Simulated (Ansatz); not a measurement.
**Si7Ge: straining the crystal, a shear that moves c along a**

A series on Si7Ge: a shear that moves c along a, +0 to +12 %; the cell is held and the atoms relax. Wanted: energy, stress and any gap along the series.

Program: Ansatz 0.2.0. Level of theory: DFT r2SCAN, scalar-relativistic, plane waves, PAW. These are calculated values, not measurements.

2 further runs of the same task are left out: 2 set aside as unsound or not needed.

**1. Starting point**

Symmetry: P-43m, No. 215, cubic system. The conventional cell has a = 5.468 Å, b = 5.468 Å, c = 5.468 Å, α = 90.00°, β = 90.00°, γ = 90.00°. Si (site symmetry 3m) is surrounded by 3 Si at 2.36 Å and 1 Ge at 2.39 Å. Si (site symmetry -42m) has 4 Si at 2.36 Å in its first shell of neighbours. Ge (site symmetry -43m) is surrounded by 4 Si at 2.39 Å.

Coordinates:

```
CELL_PARAMETERS angstrom
5.46797 0.00000 0.00000
0.00000 5.46797 0.00000
0.00000 0.00000 5.46797
ATOMIC_POSITIONS crystal
Si 0.25243 0.25243 0.25243
Si 0.00000 0.50000 0.50000
Si 0.50000 0.50000 0.00000
Si 0.50000 0.00000 0.50000
Si 0.74757 0.25243 0.74757
Si 0.74757 0.74757 0.25243
Si 0.25243 0.74757 0.74757
Ge 0.00000 0.00000 0.00000
```

It goes back to an entry of the Materials Project, which need not be the stable form.

It is the result of an earlier relaxation at this level (volume 20.44 Å³/atom; gap on the mesh: 0.59 eV).

**2. The unstrained reference**

The input, input.yaml:

```yaml
crystal:
  lattice:
    - [5.4679684314, 0.0, 0.0]
    - [0.0, 5.4679684314, 0.0]
    - [0.0, 0.0, 5.4679684314]
  atoms:
    - { symbol: Si, position: [0.2524307582, 0.2524307582, 0.2524307582] }
    - { symbol: Si, position: [0.0, 0.5, 0.5] }
    - { symbol: Si, position: [0.5, 0.5, 0.0] }
    - { symbol: Si, position: [0.5, 0.0, 0.5] }
    - { symbol: Si, position: [0.7475692418, 0.2524307582, 0.7475692418] }
    - { symbol: Si, position: [0.7475692418, 0.7475692418, 0.2524307582] }
    - { symbol: Si, position: [0.2524307582, 0.7475692418, 0.7475692418] }
    - { symbol: Ge, position: [0.0, 0.0, 0.0] }
basis:
  ecutwfc: 500
kpoints:
  mp_grid: { grid: [8, 8, 8] }
hamiltonian:
  xc: r2scan
scf:
  occupations: { method: gaussian, width: 0.02 }
output:
  forces: true
  stress: true
  eigenvalues: true
```

Run with:

```bash
ansatz run input.yaml --threads 2 --pin off --max-ram 5120MiB --backend cpu --events-out ev --progress --plain --runs-dir out
```

Further runs follow: the gap over the whole zone; At +2.0 %; seeking the band edges at +2.0 %; the cell strained by +4.0 %; seeking the band edges at +4.0 %; At +6.0 %; seeking the band edges at +6.0 %; At +8.0 %; the gap over the whole zone at +8.0 %; At +12.0 %.

Before running it: what results should come out?

**Answer**, as computed:

| quantity | value |
| --- | --- |
| largest energy cost | 72.5 meV/atom at +12.0 % |
| (1/V) d²E/dε², parabola through all points | 78 GPa |

**Reading.** A parabola through all points has a curvature of 78 GPa, a rough value of the shear constant of this plane and direction. The gap is closed at +8.0 %, +12.0 %.
